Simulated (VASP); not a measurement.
# CoSi (Pm-3m) in VASP: a series of runs, part 6 of 9

VASP 6.6.1.

### 68 Equation of state, PBEsol, collinear spin, ferromagnetic start, 10.44 Å³/atom

INCAR reads:

```
PREC = Accurate
ENCUT = 450
EDIFF = 1E-5
ISMEAR = 1
SIGMA = 0.15
LREAL = False
LASPH = True
NELM = 100
ALGO = Normal
ISIF = 2
LWAVE = False
LCHARG = False
ISPIN = 2
MAGMOM = 2 0
LORBIT = 11
LMAXMIX = 4
GGA = PS
ADDGRID = False
```

KPOINTS reads:

```
Automatic mesh
0
Gamma
  12 12 12
```

POSCAR reads:

```
CoSi
1.0
    2.7532377962      0.0000000000      0.0000000000
    0.0000000000      2.7532377962      0.0000000000
    0.0000000000      0.0000000000      2.7532377962
Co Si
1 1
Direct
    0.0000000000      0.0000000000      0.0000000000
    0.5000000000      0.5000000000      0.5000000000
```

On the command line:

```bash
$ cat potpaw_PBE.64/Co/POTCAR potpaw_PBE.64/Si/POTCAR > POTCAR
$ mpirun -np 1 vasp_std > vasp.out
```

It took 11 s on 1 thread of Intel Xeon 6975P-C (Granite Rapids), shared host; peak memory 0.15 GiB.

These settings aren't checked as converged: the numbers below hold their error.

What came out:

```
Free energy                                           : -14.5482 eV
Pressure                                              : -0.4 GPa
Band gap on the k mesh                                : none (metal or under the smearing width)
Net moment                                            : 0.45 μB per cell
Site moments                                          : Co +0.45; Si +0.01 μB
Valence electrons inside the program's atomic spheres : Co 8.70; Si 1.58
```

Caveat: the PAW data sets were made with another functional, which shifts forces and pressure a little.

### 69 Equation of state, PBEsol, collinear spin, ferromagnetic start, 11.08 Å³/atom

INCAR is that of step 68.

KPOINTS is that of step 68.

POSCAR reads:

```
CoSi
1.0
    2.8088737514      0.0000000000      0.0000000000
    0.0000000000      2.8088737514      0.0000000000
    0.0000000000      0.0000000000      2.8088737514
Co Si
1 1
Direct
    0.0000000000      0.0000000000      0.0000000000
    0.5000000000      0.5000000000      0.5000000000
```

Potentials or basis: VASP PAW PBE potentials, release 64 (Co, Si).

On the command line:

```bash
$ cat potpaw_PBE.64/Co/POTCAR potpaw_PBE.64/Si/POTCAR > POTCAR
$ mpirun -np 1 vasp_std > vasp.out
```

It took 11 s on 1 thread of Intel Xeon 6975P-C (Granite Rapids), shared host; peak memory 0.15 GiB.

The run converged, but some of its settings lie outside the range that counts as converged, so its numbers aren't taken as properties of the crystal.

Results:

```
Free energy                                           : -14.4958 eV
Pressure                                              : -11.0 GPa
Band gap on the k mesh                                : none (metal or under the smearing width)
Net moment                                            : 0.61 μB per cell
Site moments                                          : Co +0.60; Si +0.02 μB
Valence electrons inside the program's atomic spheres : Co 8.54; Si 1.56
```

Caveat: the PAW data sets were made with another functional, which shifts forces and pressure a little.

### 70 Equation of state, PBEsol, collinear spin, ferromagnetic start, 10.44 Å³/atom

INCAR, as its differences from that of step 69:

```diff
@@ -2,3 +2,3 @@
 ENCUT = 450
-EDIFF = 1E-5
+EDIFF = 1E-6
 ISMEAR = 1
```

KPOINTS is that of step 69.

POSCAR reads:

```
CoSi
1.0
    2.7532377962      0.0000000000      0.0000000000
    0.0000000000      2.7532377962      0.0000000000
    0.0000000000      0.0000000000      2.7532377962
Co Si
1 1
Direct
    0.0000000000      0.0000000000      0.0000000000
    0.5000000000      0.5000000000      0.5000000000
```

On the command line:

```bash
$ cat potpaw_PBE.64/Co/POTCAR potpaw_PBE.64/Si/POTCAR > POTCAR
$ mpirun -np 1 vasp_std > vasp.out
```

Run time: 11 s. Hardware: 1 thread of Intel Xeon 6975P-C (Granite Rapids), shared host; peak memory 0.15 GiB.

These settings aren't checked as converged: the numbers below hold their error.

What came out:

- Free energy: -14.5482 eV
- Pressure: -0.4 GPa
- Band gap on the k mesh: none (metal or under the smearing width)
- Net moment: 0.45 μB per cell
- Site moments: Co +0.45; Si +0.01 μB
- Valence electrons inside the program's atomic spheres: Co 8.70; Si 1.58

Caveat: the PAW data sets were made with another functional, which shifts forces and pressure a little.

### 71 Equation of state, PBEsol, collinear spin, ferromagnetic start, 11.08 Å³/atom

INCAR is that of step 70.

KPOINTS is that of step 70.

POSCAR reads:

```
CoSi
1.0
    2.8088737514      0.0000000000      0.0000000000
    0.0000000000      2.8088737514      0.0000000000
    0.0000000000      0.0000000000      2.8088737514
Co Si
1 1
Direct
    0.0000000000      0.0000000000      0.0000000000
    0.5000000000      0.5000000000      0.5000000000
```

On the command line:

```bash
$ cat potpaw_PBE.64/Co/POTCAR potpaw_PBE.64/Si/POTCAR > POTCAR
$ mpirun -np 1 vasp_std > vasp.out
```

Wall time 13 s (1 thread of Intel Xeon 6975P-C (Granite Rapids), shared host); peak memory 0.15 GiB.

The run converged, but some of its settings lie outside the range that counts as converged, so its numbers aren't taken as properties of the crystal.

Results:

```yaml
Free_energy: -14.4958 eV
Pressure: -11.7 GPa
Band_gap_on_the_k_mesh: none (metal or under the smearing width)
Net_moment: 0.60 μB per cell
Site_moments: Co +0.60; Si +0.02 μB
Valence_electrons_inside_the_program's_atomic_spheres: Co 8.54; Si 1.56
```

Caveat: the PAW data sets were made with another functional, which shifts forces and pressure a little.

### 72 Equation of state, PBEsol, collinear spin, ferromagnetic start, 10.44 Å³/atom

INCAR, as its differences from that of step 71:

```diff
@@ -2,3 +2,3 @@
 ENCUT = 450
-EDIFF = 1E-6
+EDIFF = 1E-7
 ISMEAR = 1
@@ -17,2 +17,2 @@
 GGA = PS
-ADDGRID = False
+ADDGRID = True
```

KPOINTS is that of step 71.

POSCAR reads:

```
CoSi
1.0
    2.7532377962      0.0000000000      0.0000000000
    0.0000000000      2.7532377962      0.0000000000
    0.0000000000      0.0000000000      2.7532377962
Co Si
1 1
Direct
    0.0000000000      0.0000000000      0.0000000000
    0.5000000000      0.5000000000      0.5000000000
```

Potentials or basis: VASP PAW PBE potentials, release 64 (Co, Si).

On the command line:

```bash
$ cat potpaw_PBE.64/Co/POTCAR potpaw_PBE.64/Si/POTCAR > POTCAR
$ mpirun -np 1 vasp_std > vasp.out
```

Run time: 15 s. Hardware: 1 thread of Intel Xeon 6975P-C (Granite Rapids), shared host; peak memory 0.19 GiB.

These settings aren't checked as converged: the numbers below hold their error.

What came out:

- Free energy: -14.5482 eV
- Pressure: -0.5 GPa
- Band gap on the k mesh: none (metal or under the smearing width)
- Net moment: 0.45 μB per cell
- Site moments: Co +0.45; Si +0.01 μB
- Valence electrons inside the program's atomic spheres: Co 8.70; Si 1.58

Caveat: the PAW data sets were made with another functional, which shifts forces and pressure a little.

### 73 Equation of state, PBEsol, collinear spin, ferromagnetic start, 11.08 Å³/atom

INCAR is that of step 72.

KPOINTS is that of step 72.

POSCAR reads:

```
CoSi
1.0
    2.8088737514      0.0000000000      0.0000000000
    0.0000000000      2.8088737514      0.0000000000
    0.0000000000      0.0000000000      2.8088737514
Co Si
1 1
Direct
    0.0000000000      0.0000000000      0.0000000000
    0.5000000000      0.5000000000      0.5000000000
```

On the command line:

```bash
$ cat potpaw_PBE.64/Co/POTCAR potpaw_PBE.64/Si/POTCAR > POTCAR
$ mpirun -np 1 vasp_std > vasp.out
```

It took 15 s on 1 thread of Intel Xeon 6975P-C (Granite Rapids), shared host; peak memory 0.19 GiB.

The run converged, but some of its settings lie outside the range that counts as converged, so its numbers aren't taken as properties of the crystal.

Results:

```
Free energy                                           : -14.4958 eV
Pressure                                              : -11.7 GPa
Band gap on the k mesh                                : none (metal or under the smearing width)
Net moment                                            : 0.60 μB per cell
Site moments                                          : Co +0.60; Si +0.02 μB
Valence electrons inside the program's atomic spheres : Co 8.54; Si 1.56
```

Caveat: the PAW data sets were made with another functional, which shifts forces and pressure a little.

### 74 Equation of state, PBEsol, collinear spin, ferromagnetic start, 10.44 Å³/atom

INCAR, as its differences from that of step 73:

```diff
@@ -6,3 +6,3 @@
 LREAL = False
-LASPH = True
+LASPH = False
 NELM = 100
@@ -17,2 +17,2 @@
 GGA = PS
-ADDGRID = True
+ADDGRID = False
```

KPOINTS is that of step 73.

POSCAR reads:

```
CoSi
1.0
    2.7532377962      0.0000000000      0.0000000000
    0.0000000000      2.7532377962      0.0000000000
    0.0000000000      0.0000000000      2.7532377962
Co Si
1 1
Direct
    0.0000000000      0.0000000000      0.0000000000
    0.5000000000      0.5000000000      0.5000000000
```

On the command line:

```bash
$ cat potpaw_PBE.64/Co/POTCAR potpaw_PBE.64/Si/POTCAR > POTCAR
$ mpirun -np 1 vasp_std > vasp.out
```

Run time: 12 s. Hardware: 1 thread of Intel Xeon 6975P-C (Granite Rapids), shared host; peak memory 0.14 GiB.

These settings aren't checked as converged: the numbers below hold their error.

Results:

- Free energy: -14.5453 eV
- Pressure: -0.7 GPa
- Band gap on the k mesh: none (metal or under the smearing width)
- Net moment: 0.38 μB per cell
- Site moments: Co +0.39; Si +0.01 μB
- Valence electrons inside the program's atomic spheres: Co 8.70; Si 1.58

Caveat: the PAW data sets were made with another functional, which shifts forces and pressure a little.

### 75 Equation of state, PBEsol, collinear spin, ferromagnetic start, 11.08 Å³/atom

INCAR is that of step 74.

KPOINTS is that of step 74.

POSCAR reads:

```
CoSi
1.0
    2.8088737514      0.0000000000      0.0000000000
    0.0000000000      2.8088737514      0.0000000000
    0.0000000000      0.0000000000      2.8088737514
Co Si
1 1
Direct
    0.0000000000      0.0000000000      0.0000000000
    0.5000000000      0.5000000000      0.5000000000
```

Potentials or basis: VASP PAW PBE potentials, release 64 (Co, Si).

On the command line:

```bash
$ cat potpaw_PBE.64/Co/POTCAR potpaw_PBE.64/Si/POTCAR > POTCAR
$ mpirun -np 1 vasp_std > vasp.out
```

It took 11 s on 1 thread of Intel Xeon 6975P-C (Granite Rapids), shared host; peak memory 0.15 GiB.

These settings aren't checked as converged: the numbers below hold their error.

What came out:

- Free energy: -14.4905 eV
- Pressure: -12.0 GPa
- Band gap on the k mesh: none (metal or under the smearing width)
- Net moment: 0.55 μB per cell
- Site moments: Co +0.55; Si +0.01 μB
- Valence electrons inside the program's atomic spheres: Co 8.54; Si 1.55

Caveat: the PAW data sets were made with another functional, which shifts forces and pressure a little.

### 76 Equation of state, PBEsol, collinear spin, ferromagnetic start, 10.44 Å³/atom

INCAR reads:

```
PREC = Normal
ENCUT = 450
EDIFF = 1E-4
ISMEAR = 1
SIGMA = 0.15
LREAL = Auto
LASPH = True
NELM = 100
ALGO = Normal
ISIF = 2
LWAVE = False
LCHARG = False
ISPIN = 2
MAGMOM = 2 0
LORBIT = 11
LMAXMIX = 4
GGA = PS
ADDGRID = False
```

KPOINTS is that of step 75.

POSCAR reads:

```
CoSi
1.0
    2.7532377962      0.0000000000      0.0000000000
    0.0000000000      2.7532377962      0.0000000000
    0.0000000000      0.0000000000      2.7532377962
Co Si
1 1
Direct
    0.0000000000      0.0000000000      0.0000000000
    0.5000000000      0.5000000000      0.5000000000
```

On the command line:

```bash
$ cat potpaw_PBE.64/Co/POTCAR potpaw_PBE.64/Si/POTCAR > POTCAR
$ mpirun -np 1 vasp_std > vasp.out
```

It took 5.8 s on 1 thread of Intel Xeon 6975P-C (Granite Rapids), shared host; peak memory 0.12 GiB.

The run converged, but some of its settings lie outside the range that counts as converged, so its numbers aren't taken as properties of the crystal.

What came out:

```yaml
Free_energy: -14.5501 eV
Pressure: -0.1 GPa
Band_gap_on_the_k_mesh: none (metal or under the smearing width)
Net_moment: 0.45 μB per cell
Site_moments: Co +0.45; Si +0.01 μB
Valence_electrons_inside_the_program's_atomic_spheres: Co 8.70; Si 1.58
```

Caveat: the PAW data sets were made with another functional, which shifts forces and pressure a little.

### 77 Equation of state, PBEsol, collinear spin, ferromagnetic start, 11.08 Å³/atom

INCAR is that of step 76.

KPOINTS is that of step 76.

POSCAR reads:

```
CoSi
1.0
    2.8088737514      0.0000000000      0.0000000000
    0.0000000000      2.8088737514      0.0000000000
    0.0000000000      0.0000000000      2.8088737514
Co Si
1 1
Direct
    0.0000000000      0.0000000000      0.0000000000
    0.5000000000      0.5000000000      0.5000000000
```

On the command line:

```bash
$ cat potpaw_PBE.64/Co/POTCAR potpaw_PBE.64/Si/POTCAR > POTCAR
$ mpirun -np 1 vasp_std > vasp.out
```

It took 7.2 s on 1 thread of Intel Xeon 6975P-C (Granite Rapids), shared host; peak memory 0.13 GiB.

These settings aren't checked as converged: the numbers below hold their error.

Results:

```yaml
Free_energy: -14.4973 eV
Pressure: -11.1 GPa
Band_gap_on_the_k_mesh: none (metal or under the smearing width)
Net_moment: 0.61 μB per cell
Site_moments: Co +0.60; Si +0.02 μB
Valence_electrons_inside_the_program's_atomic_spheres: Co 8.54; Si 1.56
```

Caveat: the PAW data sets were made with another functional, which shifts forces and pressure a little.

### 78 Equation of state, PBEsol, collinear spin, ferromagnetic start, 10.44 Å³/atom

INCAR, as its differences from that of step 77:

```diff
@@ -1,7 +1,7 @@
-PREC = Normal
-ENCUT = 450
-EDIFF = 1E-4
+PREC = Accurate
+ENCUT = 300
+EDIFF = 1E-7
 ISMEAR = 1
 SIGMA = 0.15
-LREAL = Auto
+LREAL = False
 LASPH = True
```

KPOINTS reads:

```
Automatic mesh
0
Gamma
  15 15 15
```

POSCAR reads:

```
CoSi
1.0
    2.7532377962      0.0000000000      0.0000000000
    0.0000000000      2.7532377962      0.0000000000
    0.0000000000      0.0000000000      2.7532377962
Co Si
1 1
Direct
    0.0000000000      0.0000000000      0.0000000000
    0.5000000000      0.5000000000      0.5000000000
```

Potentials or basis: VASP PAW PBE potentials, release 64 (Co, Si).

On the command line:

```bash
$ cat potpaw_PBE.64/Co/POTCAR potpaw_PBE.64/Si/POTCAR > POTCAR
$ mpirun -np 1 vasp_std > vasp.out
```

Wall time 7.8 s (1 thread of Intel Xeon 6975P-C (Granite Rapids), shared host); peak memory 0.13 GiB.

These settings aren't checked as converged: the numbers below hold their error.

Results:

```
Free energy                                           : -14.5449 eV
Band gap on the k mesh                                : none (metal or under the smearing width)
Net moment                                            : 0.50 μB per cell
Site moments                                          : Co +0.49; Si +0.01 μB
Valence electrons inside the program's atomic spheres : Co 8.68; Si 1.59
```

Caveat: the cutoff is under 1.25 times the usual one of these potentials, so pressure, stress and relaxed cells hold a basis-set (Pulay) error; the PAW data sets were made with another functional, which shifts forces and pressure a little.

### 79 Equation of state, PBEsol, collinear spin, ferromagnetic start, 11.08 Å³/atom

INCAR is that of step 78.

KPOINTS is that of step 78.

POSCAR reads:

```
CoSi
1.0
    2.8088737514      0.0000000000      0.0000000000
    0.0000000000      2.8088737514      0.0000000000
    0.0000000000      0.0000000000      2.8088737514
Co Si
1 1
Direct
    0.0000000000      0.0000000000      0.0000000000
    0.5000000000      0.5000000000      0.5000000000
```

On the command line:

```bash
$ cat potpaw_PBE.64/Co/POTCAR potpaw_PBE.64/Si/POTCAR > POTCAR
$ mpirun -np 1 vasp_std > vasp.out
```

Run time: 7.7 s. Hardware: 1 thread of Intel Xeon 6975P-C (Granite Rapids), shared host; peak memory 0.13 GiB.

The run converged, but some of its settings lie outside the range that counts as converged, so its numbers aren't taken as properties of the crystal.

What came out:

| Item | Value |
| --- | --- |
| Free energy | -14.4965 eV |
| Band gap on the k mesh | none (metal or under the smearing width) |
| Net moment | 0.57 μB per cell |
| Site moments | Co +0.57; Si +0.01 μB |
| Valence electrons inside the program's atomic spheres | Co 8.53; Si 1.56 |

Caveat: the cutoff is under 1.25 times the usual one of these potentials, so pressure, stress and relaxed cells hold a basis-set (Pulay) error; the PAW data sets were made with another functional, which shifts forces and pressure a little.

### 80 Equation of state, PBEsol, collinear spin, ferromagnetic start, 10.44 Å³/atom

INCAR, as its differences from that of step 79:

```diff
@@ -1,3 +1,3 @@
 PREC = Accurate
-ENCUT = 300
+ENCUT = 700
 EDIFF = 1E-7
```

KPOINTS reads:

```
Automatic mesh
0
Gamma
  10 10 10
```

POSCAR reads:

```
CoSi
1.0
    2.7532377962      0.0000000000      0.0000000000
    0.0000000000      2.7532377962      0.0000000000
    0.0000000000      0.0000000000      2.7532377962
Co Si
1 1
Direct
    0.0000000000      0.0000000000      0.0000000000
    0.5000000000      0.5000000000      0.5000000000
```

On the command line:

```bash
$ cat potpaw_PBE.64/Co/POTCAR potpaw_PBE.64/Si/POTCAR > POTCAR
$ mpirun -np 1 vasp_std > vasp.out
```

Wall time 11 s (1 thread of Intel Xeon 6975P-C (Granite Rapids), shared host); peak memory 0.17 GiB.

These settings aren't checked as converged: the numbers below hold their error.

What came out:

```
Free energy                                           : -14.5507 eV
Pressure                                              : 0.2 GPa
Band gap on the k mesh                                : none (metal or under the smearing width)
Net moment                                            : 0.51 μB per cell
Site moments                                          : Co +0.51; Si +0.01 μB
Valence electrons inside the program's atomic spheres : Co 8.70; Si 1.59
```

Caveat: the PAW data sets were made with another functional, which shifts forces and pressure a little.

### 81 Equation of state, PBEsol, collinear spin, ferromagnetic start, 11.08 Å³/atom

INCAR is that of step 80.

KPOINTS is that of step 80.

POSCAR reads:

```
CoSi
1.0
    2.8088737514      0.0000000000      0.0000000000
    0.0000000000      2.8088737514      0.0000000000
    0.0000000000      0.0000000000      2.8088737514
Co Si
1 1
Direct
    0.0000000000      0.0000000000      0.0000000000
    0.5000000000      0.5000000000      0.5000000000
```

Potentials or basis: VASP PAW PBE potentials, release 64 (Co, Si).

On the command line:

```bash
$ cat potpaw_PBE.64/Co/POTCAR potpaw_PBE.64/Si/POTCAR > POTCAR
$ mpirun -np 1 vasp_std > vasp.out
```

It took 12 s on 1 thread of Intel Xeon 6975P-C (Granite Rapids), shared host; peak memory 0.17 GiB.

These settings aren't checked as converged: the numbers below hold their error.

Results:

```yaml
Free_energy: -14.5010 eV
Pressure: -12.0 GPa
Band_gap_on_the_k_mesh: none (metal or under the smearing width)
Net_moment: 0.54 μB per cell
Site_moments: Co +0.55; Si +0.01 μB
Valence_electrons_inside_the_program's_atomic_spheres: Co 8.55; Si 1.55
```

Caveat: the PAW data sets were made with another functional, which shifts forces and pressure a little.

### 82 Equation of state, PBEsol, collinear spin, ferromagnetic start, 10.44 Å³/atom

INCAR, as its differences from that of step 81:

```diff
@@ -1,3 +1,3 @@
 PREC = Accurate
-ENCUT = 700
+ENCUT = 350
 EDIFF = 1E-7
```

KPOINTS reads:

```
Automatic mesh
0
Gamma
  15 15 15
```

POSCAR reads:

```
CoSi
1.0
    2.7532377962      0.0000000000      0.0000000000
    0.0000000000      2.7532377962      0.0000000000
    0.0000000000      0.0000000000      2.7532377962
Co Si
1 1
Direct
    0.0000000000      0.0000000000      0.0000000000
    0.5000000000      0.5000000000      0.5000000000
```

On the command line:

```bash
$ cat potpaw_PBE.64/Co/POTCAR potpaw_PBE.64/Si/POTCAR > POTCAR
$ mpirun -np 1 vasp_std > vasp.out
```

Run time: 14 s. Hardware: 1 thread of Intel Xeon 6975P-C (Granite Rapids), shared host; peak memory 0.14 GiB.

The run converged, but some of its settings lie outside the range that counts as converged, so its numbers aren't taken as properties of the crystal.

What came out:

```yaml
Free_energy: -14.5495 eV
Pressure: -0.2 GPa
Band_gap_on_the_k_mesh: none (metal or under the smearing width)
Net_moment: 0.49 μB per cell
Site_moments: Co +0.49; Si +0.01 μB
Valence_electrons_inside_the_program's_atomic_spheres: Co 8.69; Si 1.59
```

Caveat: the PAW data sets were made with another functional, which shifts forces and pressure a little.

(Continued in part 7 of 9.)
